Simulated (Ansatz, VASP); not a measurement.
# One calculation of KTaO3, two programs

```xyz
5
Lattice="3.9883 0.0000 0.0000 0.0000 3.9883 0.0000 0.0000 0.0000 3.9883" Properties=species:S:1:pos:R:3 pbc="T T T"
Ta    0.0000    0.0000    0.0000
K     1.9942    1.9942    1.9942
O     0.0000    0.0000    1.9942
O     0.0000    1.9942    0.0000
O     1.9942    0.0000    0.0000
```

Alike in both runs: task relaxation of cell and atoms; functional revPBE; dispersion D4; k mesh 7 × 7 × 7; occupations fermi-dirac, width 0.05 eV; no spin polarisation.

|  | VASP | Ansatz |
| --- | --- | --- |
| version | VASP 6.6.1 | Ansatz 0.2.0 |
| potentials or method | VASP PAW PBE potentials, release 64 (Ta_pv, K_sv, O) | Ansatz PAW |
| plane-wave cutoff (eV) | 600 | 420 |
| valence electrons in the cell | 38 | 40 |

```csv
,VASP,Ansatz,Ansatz less VASP
relaxed volume (Å³/atom),13.01,12.98,-0.030
relaxed cell length with the largest relative difference (Å),4.022,4.019,-0.0031
energy change over the relaxation (meV/atom),-5,-4,+0.8
```

The two sets of potentials don't hold the same shells in valence.

Caveats: the PAW data sets were made with another functional, which shifts forces and pressure a little (VASP); the plane-wave basis is chosen anew once the cell has moved, so the energies of steps on either side of that aren't comparable (Ansatz); the pressure holds a Pulay correction of +0.5 GPa for the finite cutoff (Ansatz); the PAW data sets come from PBE, with cores solved anew for the run's functional, which leaves a small shift of forces and pressure (Ansatz). Zero-point motion and thermal expansion aren't in these numbers. A k mesh can miss the band edges.
